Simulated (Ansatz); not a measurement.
The calculation used DFT PBE, scalar-relativistic, plane waves, PAW (Ansatz 0.2.0). Settings: cutoff 420 eV, Γ-centred meshes spaced at most about 0.3 Å⁻¹, and about 0.25 Å⁻¹ or finer for metals (2π included), Gaussian smearing. No spin polarisation.

Each guess is relaxed in cell and atoms at zero pressure, on a coarse mesh first where it starts far from rest and then on a converged one. The steps can't lower the symmetry of the start, but it can rise. Energies are static (0 K, no zero-point motion).

Two unrelaxed guesses for Ga4O:

A.

```yaml
crystal:
  lattice:
    - [4.84239, 0.00000, 0.00000]
    - [-2.42119, 4.19363, 0.00000]
    - [0.00000, 0.00000, 4.68442]
  atoms:
    - { symbol: Ga, position: [0.19622, 0.80378, 0.50000] }
    - { symbol: Ga, position: [0.19622, 0.39244, 0.50000] }
    - { symbol: Ga, position: [0.60756, 0.80378, 0.50000] }
    - { symbol: Ga, position: [0.66667, 0.33333, 0.50000] }
    - { symbol: O, position: [0.33333, 0.66667, 0.00000] }
```

B.

```yaml
crystal:
  lattice:
    - [0.00000, 4.42943, 4.42943]
    - [4.42943, 0.00000, 4.42943]
    - [4.42943, 4.42943, 0.00000]
  atoms:
    - { symbol: Ga, position: [0.12500, 0.12500, 0.12500] }
    - { symbol: Ga, position: [0.12500, 0.12500, 0.62500] }
    - { symbol: Ga, position: [0.12500, 0.62500, 0.12500] }
    - { symbol: Ga, position: [0.62500, 0.12500, 0.12500] }
    - { symbol: Ga, position: [0.62500, 0.62500, 0.62500] }
    - { symbol: Ga, position: [0.62500, 0.62500, 0.12500] }
    - { symbol: Ga, position: [0.62500, 0.12500, 0.62500] }
    - { symbol: Ga, position: [0.12500, 0.62500, 0.62500] }
    - { symbol: O, position: [0.75000, 0.75000, 0.75000] }
    - { symbol: O, position: [0.50000, 0.50000, 0.50000] }
```

Question: Where do they end, and which end is lower?

Answer: A ends lower, by 140 meV/atom. A: P-6m2 at 19.0 Å³/atom → P-6m2 at 18.1 Å³/atom; B: Fd-3m at 17.4 Å³/atom → Fd-3m at 18.2 Å³/atom. Counting Ga atoms around O (those within 1.25 times the shortest such distance or 1.15 times the sum of covalent radii, 1.27 where that leaves under three; the shortest distance is added where it exceeds 1.18 times the sum of covalent radii), the end of A has O 6 from 2.3 Å and the end of B has O 4. End of A. Conventional cell: a = 6.117 Å, c = 2.794 Å. Ga on a site of symmetry mm2 is surrounded by 2 O at 2.25 Å, 2 Ga at 2.79 Å and 6 Ga at 3.06 Å; Ga on a site of symmetry -6m2 has 2 Ga at 2.79 Å and 6 Ga at 3.06 Å; O has 6 Ga at 2.25 Å and 2 O at 2.79 Å. End of B. Conventional cell: a = 9.004 Å. Ga on its first site has 12 Ga at 3.18 Å; Ga on its second site is surrounded by 2 O at 1.95 Å and 12 Ga at 3.18 Å; O is surrounded by 4 Ga at 1.95 Å.

Ends held by symmetry can be saddle points.
